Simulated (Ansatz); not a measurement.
An added Cl started as a split pair with a Cl atom in rocksalt AgCl, 65 atoms, charge 0

All numbers below come from Ansatz, DFT, PBEsol, PAW, plane waves.

Command:

```sh
ansatz run in.yaml --threads 8 --pin off --max-ram 118750MiB --runs-dir r --events-out ev --progress --plain --backend cuda --devices 0, --max-vram 170GiB
```

The input less its lattice and atoms (starting moments on atoms near the defect: 1 μB in all):

```yaml
crystal:
  symmetry: { detect: false }
kpoints:
  mp_grid: { grid: [1, 1, 1], shift: [0.25, 0.25, 0.25] }
hamiltonian:
  xc: pbesol
magnetization:
  spin_polarized: true
scf:
  occupations: { method: fermi_dirac, width: 0.01 }
relax:
  f_tol: 0.03
  max_steps: 80
  escape_saddle: false
  adjacent_minimum: "off"
output:
  forces: true
  eigenvalues: true
  populations: true
```

Start:

```xyz
65
Lattice="10.8955 0.0000 0.0000 0.0000 10.8955 0.0000 0.0000 0.0000 10.8955" Properties=species:S:1:pos:R:3 pbc="T T T"
Cl    2.7314   10.8640   10.8875
Cl    2.7663   10.8943    5.4360
Cl    2.7434    5.4255   10.8885
Cl    1.9255    4.6247    5.4498
Cl    8.1640   10.8689   10.8896
Cl    8.1692   10.8880    5.4563
Cl    8.2008    5.4273    0.0037
Cl    8.1855    5.4673    5.4357
Cl    0.0166    2.7199   10.8749
Cl    0.0065    2.7363    5.4269
Cl   10.8633    8.1410    0.0152
Cl   10.8847    8.1395    5.4766
Cl    5.4739    2.7213    0.0043
Cl    5.4337    2.7153    5.4285
Cl    5.4253    8.1994   10.8806
Cl    5.4455    8.1721    5.4177
Cl    0.0000   10.8795    2.6801
Cl    0.0327   10.8844    8.1384
Cl   10.8854    5.5054    2.7012
Cl    0.0100    5.4236    8.1870
Cl    5.4345   10.8805    2.7496
Cl    5.4549   10.8616    8.1764
Cl    5.4514    5.4456    2.7294
Cl    5.4225    5.3840    8.1650
Cl    2.7457    2.7529    2.7237
Cl    2.7443    2.7249    8.1756
Cl    2.7570    8.2011    2.7215
Cl    2.7424    8.1983    8.1415
Cl    8.1503    2.7169    2.7150
Cl    8.1942    2.6914    8.1966
Cl    8.1535    8.1447    2.7368
Cl    8.1952    8.1796    8.1711
Cl    3.5079    6.2502    5.4839
Ag   10.8895    0.0019   10.8863
Ag   10.8944   10.8410    5.4674
Ag    0.0391    5.4595   10.8801
Ag   10.8941    5.4304    5.4613
Ag    5.4259   10.8820    0.0021
Ag    5.4658   10.8803    5.4375
Ag    5.4489    5.4079   10.8798
Ag    5.4475    5.4576    5.4714
Ag    2.7507    2.7457    0.0037
Ag    2.7116    2.6947    5.4549
Ag    2.7147    8.1413   10.8714
Ag    2.7309    8.1766    5.4230
Ag    8.1762    2.7355   10.8787
Ag    8.1477    2.7363    5.4703
Ag    8.1507    8.1692    0.0072
Ag    8.1386    8.1637    5.4482
Ag    2.6796   10.8930    2.6905
Ag    2.7094   10.8926    8.1865
Ag    2.7003    5.4633    2.7194
Ag    2.7195    5.4311    8.1817
Ag    8.1493    0.0159    2.7011
Ag    8.1664   10.8836    8.1764
Ag    8.1549    5.4699    2.7485
Ag    8.1571    5.4657    8.2085
Ag   10.8828    2.7284    2.7315
Ag    0.0233    2.7220    8.1407
Ag   10.8660    8.1914    2.7264
Ag    0.0102    8.1697    8.2091
Ag    5.4331    2.7216    2.7341
Ag    5.4394    2.7086    8.1827
Ag    5.4480    8.1660    2.7262
Ag    5.4411    8.1649    8.1755
```

Steps:

```json
{"step": "start", "energy less the first (eV)": "0.000", "largest force component (eV/Å)": "4.409"}
{"step": "1", "energy less the first (eV)": "-2.701", "largest force component (eV/Å)": "1.434"}
{"step": "2", "energy less the first (eV)": "-3.503", "largest force component (eV/Å)": "0.195"}
{"step": "3", "energy less the first (eV)": "-3.606", "largest force component (eV/Å)": "0.178"}
{"step": "4", "energy less the first (eV)": "-3.698", "largest force component (eV/Å)": "0.178"}
{"step": "5", "energy less the first (eV)": "-3.822", "largest force component (eV/Å)": "0.387"}
{"step": "6", "energy less the first (eV)": "-4.019", "largest force component (eV/Å)": "0.257"}
{"step": "7", "energy less the first (eV)": "-4.126", "largest force component (eV/Å)": "0.426"}
{"step": "8", "energy less the first (eV)": "-4.201", "largest force component (eV/Å)": "0.188"}
{"step": "9", "energy less the first (eV)": "-4.248", "largest force component (eV/Å)": "0.114"}
{"step": "10", "energy less the first (eV)": "-4.270", "largest force component (eV/Å)": "0.063"}
{"step": "11", "energy less the first (eV)": "-4.309", "largest force component (eV/Å)": "0.029"}
{"step": "12", "energy less the first (eV)": "-4.309", "largest force component (eV/Å)": "0.029"}
{"step": "13", "energy less the first (eV)": "-4.312", "largest force component (eV/Å)": "0.114"}
{"step": "14", "energy less the first (eV)": "-4.329", "largest force component (eV/Å)": "0.063"}
{"step": "15", "energy less the first (eV)": "-4.358", "largest force component (eV/Å)": "0.042"}
{"step": "16", "energy less the first (eV)": "-4.378", "largest force component (eV/Å)": "0.034"}
{"step": "17", "energy less the first (eV)": "-4.393", "largest force component (eV/Å)": "0.054"}
{"step": "18", "energy less the first (eV)": "-4.399", "largest force component (eV/Å)": "0.085"}
{"step": "19", "energy less the first (eV)": "-4.414", "largest force component (eV/Å)": "0.059"}
{"step": "20", "energy less the first (eV)": "-4.445", "largest force component (eV/Å)": "0.026"}
{"step": "21", "energy less the first (eV)": "-4.445", "largest force component (eV/Å)": "0.026"}
{"step": "22", "energy less the first (eV)": "-4.453", "largest force component (eV/Å)": "0.019"}
{"step": "23", "energy less the first (eV)": "-4.456", "largest force component (eV/Å)": "0.035"}
{"step": "24", "energy less the first (eV)": "-4.458", "largest force component (eV/Å)": "0.025"}
```

A structure on the way, about -3.50 eV from the start:

```xyz
65
Lattice="10.8955 0.0000 0.0000 0.0000 10.8955 0.0000 0.0000 0.0000 10.8955" Properties=species:S:1:pos:R:3 pbc="T T T"
Cl    2.7195   10.8856   10.8944
Cl    2.7472   10.8811    5.4371
Cl    2.7315    5.4419   10.8864
Cl    1.8164    4.5305    5.4160
Cl    8.1749   10.8895   10.8917
Cl    8.1737   10.8892    5.4476
Cl    8.1796    5.4424    0.0058
Cl    8.1692    5.4495    5.4455
Cl   10.8837    2.7029    0.0100
Cl   10.6799    2.4958    5.4343
Cl   10.8655    8.1893   10.8940
Cl   10.7986    8.2377    5.4589
Cl    5.4809    2.6915    0.0016
Cl    5.5234    2.6433    5.4423
Cl    5.4592    8.1817   10.8775
Cl    5.6438    8.3804    5.4470
Cl    0.0143   10.8756    2.7110
Cl    0.0170   10.8866    8.1806
Cl   10.8905    5.4811    2.6560
Cl    0.0000    5.4418    8.2500
Cl    5.4344    0.0046    2.7024
Cl    5.4360    0.0038    8.1851
Cl    5.4447    5.4389    2.6543
Cl    5.4567    5.4120    8.2458
Cl    2.7398    2.7185    2.6494
Cl    2.7329    2.7132    8.2469
Cl    2.7202    8.1667    2.6483
Cl    2.7017    8.1848    8.2338
Cl    8.1654    2.7418    2.7124
Cl    8.1752    2.7323    8.1879
Cl    8.1672    8.1583    2.7077
Cl    8.1786    8.1488    8.1846
Cl    3.6221    6.3460    5.4966
Ag   10.8922    0.0085   10.8938
Ag   10.8566   10.8645    5.4524
Ag    0.0203    5.4418    0.0061
Ag   10.6195    5.6380    5.4749
Ag    5.4458   10.8746   10.8927
Ag    5.5058    0.0143    5.4395
Ag    5.4459    5.4393    0.0020
Ag    5.7181    5.2397    5.4389
Ag    2.7301    2.7295    0.0007
Ag    2.9208    2.4354    5.4657
Ag    2.7216    8.1523   10.8879
Ag    2.4917    8.4316    5.4134
Ag    8.1898    2.7179    0.0007
Ag    8.1516    2.6743    5.4564
Ag    8.1522    8.1696    0.0002
Ag    8.1707    8.2152    5.4431
Ag    2.7185   10.8944    2.6648
Ag    2.7247   10.8917    8.2197
Ag    2.7206    5.4452    2.7314
Ag    2.7249    5.4441    8.1579
Ag    8.1701    0.0081    2.7161
Ag    8.1704   10.8865    8.1744
Ag    8.1687    5.4518    2.6775
Ag    8.1698    5.4447    8.2320
Ag    0.0212    2.7499    2.7517
Ag    0.0219    2.7323    8.1388
Ag   10.8831    8.1833    2.6835
Ag   10.8865    8.1698    8.2198
Ag    5.4530    2.7183    2.6837
Ag    5.4567    2.7059    8.2131
Ag    5.4289    8.1553    2.7441
Ag    5.4197    8.1392    8.1357
```

End:

```
Cl Ag
1.0
    10.89550    0.00000    0.00000
     0.00000   10.89550    0.00000
     0.00000    0.00000   10.89550
Cl Ag
33 32
Cartesian
  2.7586 0.1611 10.6260
  2.9737 0.1403 5.3964
  2.5890 5.4177 0.2226
  2.3438 4.9615 5.0659
  8.2315 10.8636 10.8303
  8.5722 10.6969 5.5381
  8.0015 5.3519 0.1362
  8.2165 5.2735 5.3885
  10.7884 2.5907 10.8698
  10.7134 2.5945 5.2869
  10.2948 8.0725 0.0213
  10.6758 7.9078 5.6240
  5.3680 2.9955 0.1734
  5.4433 2.8938 5.4179
  5.1763 8.1456 10.7641
  5.6762 8.9936 4.9006
  0.0810 10.7066 2.6132
  0.4136 0.1201 7.9885
  10.7811 5.3276 2.5235
  0.0055 5.3314 8.1961
  5.4327 0.0368 2.1305
  5.5606 0.0796 7.9578
  5.4887 5.5583 2.8372
  5.9221 5.1177 8.1578
  2.6746 2.4172 2.6740
  2.8912 3.1119 8.2740
  2.7031 8.0745 2.9632
  2.1142 8.0967 9.0100
  8.1144 2.4940 2.7160
  8.3599 2.4325 8.1545
  8.3285 8.1225 2.8771
  7.9175 8.0725 8.2074
  3.9065 7.0988 6.5837
  0.0486 10.7289 10.7338
  0.2822 10.7912 5.2739
  10.7307 5.3732 10.7924
  10.7821 5.2914 5.3490
  5.5446 0.3251 10.4902
  5.9967 0.5415 4.8137
  5.2500 5.5751 10.6756
  5.6319 5.7014 5.4374
  2.6048 2.7512 0.0268
  2.5796 2.5809 5.6891
  2.0205 8.5838 0.5993
  2.1632 8.6379 5.6639
  8.0573 2.6593 10.8359
  8.0828 2.4608 5.4827
  7.6980 8.1633 0.2756
  7.8478 7.9104 5.5661
  2.8109 10.7071 2.5248
  3.0423 10.2575 8.0003
  2.7790 5.1998 2.6778
  2.9819 5.6640 8.4800
  8.1410 10.7500 2.7725
  8.6150 10.6484 8.2063
  8.1514 5.2881 2.7331
  8.4102 5.2487 8.3076
  10.8663 2.5781 2.6299
  0.2250 2.7180 8.0560
  0.0455 7.9940 2.7362
  10.5318 8.3536 8.2513
  5.3602 2.7451 2.7915
  5.5752 2.5956 8.3242
  5.5369 8.2056 2.4701
  5.3077 8.3760 8.1574
```

The run converged.

Time: 30 s of wall time on one NVIDIA GB200 with 8 processor threads, on a host shared with other runs; peak host memory 2.1 GiB.

Q: How much energy did the relaxation gain, and which atom moved most?

A: 4.46 eV in 24 steps, from a start with small random displacements (neighbours that lie too close to an added atom are first pushed off); atom 33 (Cl) moved 1.45 Å, the median atom 0.28 Å (drift of the whole cell removed).

The moment started at 1 μB and ended at 0.8 μB; no other spin state is shown. The program warned that the state may not be the lowest. The one k point has no symmetry partners, which can distort the end along one axis.
